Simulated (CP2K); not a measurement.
## K under changes of volume

One of the cells (78.519 Å³/atom); the others are scaled copies at fixed shape and fractional positions:

```
CELL_PARAMETERS angstrom
4.67231 0.00000 0.00000
-1.55744 4.40509 0.00000
-1.55744 -2.20255 3.81492
ATOMIC_POSITIONS crystal
K 0.00000 0.00000 0.00000
```

```yaml
Program: CP2K 2026.2
Functional: PBE
Potentials_or_basis: POTENTIAL_UZH K GTH-PBE-q9; TZVP-MOLOPT-PBE-GTH basis
Density_cutoff: 6123 eV
k_mesh: 7 × 7 × 7
Occupations: fermi-dirac, width 0.05 eV
Spin: no spin polarisation
```

```csv
volume (Å³/atom),energy over the lowest point (meV/atom),pressure (GPa)
73.807,0.00,0.0
75.378,0.59,-0.1
76.948,1.82,-0.2
78.519,3.65,-0.2
80.089,6.03,-0.3
81.659,?,?
83.230,12.21,-0.4
```

Problem. What does the run at 81.659 Å³/atom give?

Solution. Energy over the lowest point 8.90 meV/atom; pressure -0.3 GPa.

Worked out: A Birch-Murnaghan fit of order 3 (a polynomial in V^(-2/3)) to the other rows has its minimum at 73.29 Å³/atom, just outside them, with B0 = V·E''(V) = 3.5 GPa and B' = 3.4. It gives 8.89 meV/atom at 81.659 Å³/atom, against the run's 8.90, and -dE/dV = -0.3 GPa, against -0.3.

Energies are extrapolated to zero smearing.

Caveats: the basis of atomic orbitals isn't converged, which shifts pressures, moduli and gaps.
